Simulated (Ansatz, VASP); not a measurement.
Ta2N: the dispersion correction in 2 programs

The cell as given:

```
Ta N
1.0
     3.11286    0.00000    0.00000
    -1.55643    2.69582    0.00000
     0.00000    0.00000    4.86984
Ta N
2 1
Cartesian
  0.0000 1.7972 1.2404
  1.5564 0.8986 3.6294
  0.0000 0.0000 0.0000
```

The cell comes from a database or a generator and needn't be the stable form of this composition.

Kept alike: task relaxation of cell and atoms; functional RPBE; k mesh 10 × 10 × 6; occupations fermi-dirac, width 0.05 eV; no spin polarisation. The mesh is that of the run's cell of 3 atoms. No spin-orbit coupling.

- A: Ansatz, Ansatz PAW, made for PBE, cutoff 420 eV
- B: VASP, PBE PAW files N, Ta_pv, 600 eV, made for PBE

| dispersion correction | A: volume (Å³/atom) | B: volume (Å³/atom) |
| --- | --- | --- |
| none | 13.738 | 13.758 |
| D3(BJ) | 11.917 | 11.941 |
| D4 | 13.402 | 13.418 |

Values on potentials made for another functional: all of A; all of B. Values hold for each row's relaxed cell, which stops near the pressure aimed at (zero). Ansatz's stress holds its Pulay term. Programs can differ in the three-body term of D3, and some take D4 from an outside library. For a metal such a mesh leaves the last digits unconverged.

Q: How large is the effect of the dispersion correction, and do the programs agree on it?

A: From none to D3(BJ) the volume moves by -1.821 in A, -1.817 in B (Å³/atom). Row by row the programs differ by 0.016 to 0.024, and over this span the shifts, as printed, agree within 1 %. Shifts from none: D3(BJ) -1.821, -1.817; D4 -0.336, -0.340; the programs' shifts differ by up to 0.004.

Both corrections contract Ta2N, but D3(BJ) does so far more strongly than D4, and the choice between them matters much more than the choice of program. The D3(BJ) contraction looks too large for a stiff, refractory nitride held together by Ta–N covalent-ionic bonds and Ta d-band cohesion. RPBE tends to underbind such solids, so a modest contraction is reasonable, but a drop from 13.738 to 11.917 Å³/atom in A probably reflects overbinding by the correction rather than real dispersion. A likely cause is that pairwise attraction between highly polarisable Ta atoms remains substantial at bonding distances, where the damping should suppress it and metallic electrons would screen it. D4 lets the polarisability respond to atomic charge, which weakens the attraction between electron-poor Ta atoms; this and its different damping may both contribute to the smaller shift. The close match between programs supports a consistent implementation, not the physical accuracy of either correction. Volumes alone don't show whether the contraction is isotropic.
